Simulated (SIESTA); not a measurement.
# TiAl under changes of volume

One of the cells (16.065 Å³/atom); the others are scaled copies at fixed shape and fractional positions:

```
Ti Al
1.0
     3.17906    0.00000    0.00000
     0.00000    3.17906    0.00000
     0.00000    0.00000    3.17906
Ti Al
1 1
Cartesian
  0.0000 0.0000 0.0000
  1.5895 1.5895 1.5895
```

The cell comes from a database or a generator and needn't be the stable form of this composition.

| Property | Result |
| --- | --- |
| Program | SIESTA 5.4.2 |
| Functional | LDA |
| Potentials or basis | PseudoDojo 0.4 standard (LDA files) |
| Basis | DZP (energy shift 0.003 Ry; two zetas on semicore shells) |
| Grid cutoff | 800 Ry |
| Energy shift | 0.003 Ry |
| k mesh | 8 × 8 × 8 |
| Occupations | fermi-dirac, width 0.05 eV |
| Spin | no spin polarisation |

```csv
volume (Å³/atom),energy over the lowest point (meV/atom),pressure (GPa)
15.101,?,?
15.422,0.00,-0.8
15.743,4.34,-3.3
16.065,13.49,-5.6
16.386,26.91,-7.6
16.707,44.09,-9.4
17.028,64.85,-11.1
```

Problem. What does the run at 15.101 Å³/atom give?

Solution. Energy over the lowest point 0.85 meV/atom; pressure 1.8 GPa.

Worked out: A Birch-Murnaghan fit of order 3 (a polynomial in V^(-2/3)) to the other rows has its minimum at 15.31 Å³/atom, just outside them, with B0 = V·E''(V) = 130 GPa and B' = 4.0. It gives 0.90 meV/atom at 15.101 Å³/atom, against the run's 0.85, and -dE/dV = 1.9 GPa, against 1.8.

Energies are extrapolated to zero smearing.

Caveats: the basis of atomic orbitals isn't converged, which shifts pressures, moduli and gaps.
